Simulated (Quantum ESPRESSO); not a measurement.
## CuO (Tenorite): equation of state with PBE

CuO (Tenorite):

```xyz
4
Lattice="2.3418 -1.7113 0.0000 2.3418 1.7113 0.0000 -0.8500 0.0000 5.0579" Properties=species:S:1:pos:R:3 pbc="T T T"
Cu    0.7459   -0.8557    2.5289
Cu    1.1709    0.8557    0.0000
O     1.7043    0.2793    3.7934
O     2.1293   -0.2793    1.2645
```

```yaml
Program: Quantum ESPRESSO 7.5
Task: equation of state
Functional: PBE
Potentials_or_basis: SSSP 1.3 efficiency PBE
Cutoff: 748 eV
Density_cutoff: 5987 eV
k_mesh: 10 × 10 × 5
Occupations: fermi-dirac, width 0.05 eV
Spin: no spin polarisation
```

```yaml
Equilibrium_volume: 10.48 Å³/atom
Bulk_modulus_at_fixed_shape_and_positions: 163 GPa
Pressure_derivative_of_the_bulk_modulus: 4.7
```

Energy against volume, from the lowest point:
| volume (Å³/atom) | energy (meV/atom) |
| --- | --- |
| 9.527 | 52.81 |
| 9.730 | 31.44 |
| 9.932 | 16.07 |
| 10.135 | 6.07 |
| 10.338 | 0.89 |
| 10.540 | 0.00 |
| 10.743 | 2.98 |

All runs of the series together: 12 min on 1 thread of Arm Neoverse V1, on a shared host.

Caveat: the cell was scaled at fixed shape and fractional positions, which overstates the stiffness of a crystal with free parameters, most of all of layers and chains; the run has no spin polarisation, though such a crystal can be magnetic.
